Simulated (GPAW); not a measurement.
Write an ASE script for GPAW 26.7.0 that does the following.

| Quantity | Value |
| --- | --- |
| Task | equation of state |
| Functional | PBEsol |
| Potentials or basis | PAW data sets generated in the run's folder for this functional |
| Cutoff | 600 eV |
| Basis | pw |
| k mesh | 9 × 9 × 5 |
| Occupations | fermi-dirac, width 0.05 eV |
| Spin | no spin polarisation |
| Ranks | 4 |
| Maxiter | 150 |
| Eos scales | [0.94, 0.96, 0.98, 1.0, 1.02, 1.04, 1.06] |

TiSe:

```xyz
4
Lattice="3.5590 0.0000 0.0000 -1.7795 3.0822 0.0000 0.0000 0.0000 6.2200" Properties=species:S:1:pos:R:3 pbc="T T T"
Se    1.7795    1.0274    4.6650
Se    0.0000    2.0548    1.5550
Ti    0.0000    0.0000    3.1100
Ti    0.0000    0.0000    0.0000
```

One way to write it, as run:

run.py

```python
from ase import Atoms
from ase.eos import EquationOfState
from ase.io import Trajectory
from ase.units import GPa
from ase.parallel import parprint
from gpaw import GPAW, PW, setup_paths

setup_paths.insert(0, '.')

atoms = Atoms(['Se', 'Se', 'Ti', 'Ti'],
              cell=[[3.559, 0.0, 0.0],
                    [-1.7795, 3.0821844121, 0.0],
                    [0.0, 0.0, 6.22]],
              scaled_positions=[[0.6666666667, 0.3333333333, 0.75],
                                [0.3333333333, 0.6666666667, 0.25],
                                [0.0, 0.0, 0.5],
                                [0.0, 0.0, 0.0]],
              pbc=True)

traj = Trajectory('eos.traj', 'w')
volumes, energies = [], []
for x in [0.94, 0.96, 0.98, 1.0, 1.02, 1.04, 1.06]:
    a = atoms.copy()
    a.set_cell(atoms.cell * x**(1 / 3), scale_atoms=True)
    calc = GPAW(mode=PW(600),
                xc='PBEsol',
                kpts={'size': (9, 9, 5), 'gamma': True},
                occupations={'name': 'fermi-dirac', 'width': 0.05},
                nbands=34,
                convergence={'density': 1e-05, 'energy': 1e-05},
                maxiter=150,
                txt=f'eos-{x:.2f}.txt')
    a.calc = calc
    energies.append(a.get_potential_energy(force_consistent=True))
    volumes.append(a.get_volume())
    p = -a.get_stress()[:3].mean() / GPa
    calc.write(f'eos-{x:.2f}.gpw')
    traj.write(a)
    parprint(f'{x:.2f} {volumes[-1]:10.4f} A^3 {energies[-1]:14.6f} eV {p:9.3f} GPa', flush=True)

v0, e0, B = EquationOfState(volumes, energies, eos='birchmurnaghan').fit()
parprint(f'V0 = {v0:.4f} A^3, E0 = {e0:.6f} eV, B0 = {B / GPa:.2f} GPa')
```

Potentials or basis: PAW data sets generated in the run's folder for this functional, pw.

Command:

```console
$ gpaw-setup -f PBEsol Se Ti
$ OMP_NUM_THREADS=1 mpirun -n 4 gpaw python run.py
```

It gave:

- Equilibrium volume: 17.04 Å³/atom
- Bulk modulus at fixed shape and positions: 123 GPa
- Pressure derivative of the bulk modulus: 4.5

Caveat: the cell was scaled at fixed shape and fractional positions, which overstates the stiffness of a crystal with free parameters, most of all of layers and chains.

It took 2.2 min on 4 MPI ranks on Arm Neoverse V2, on a shared host, peak memory 0.3 GiB a rank.
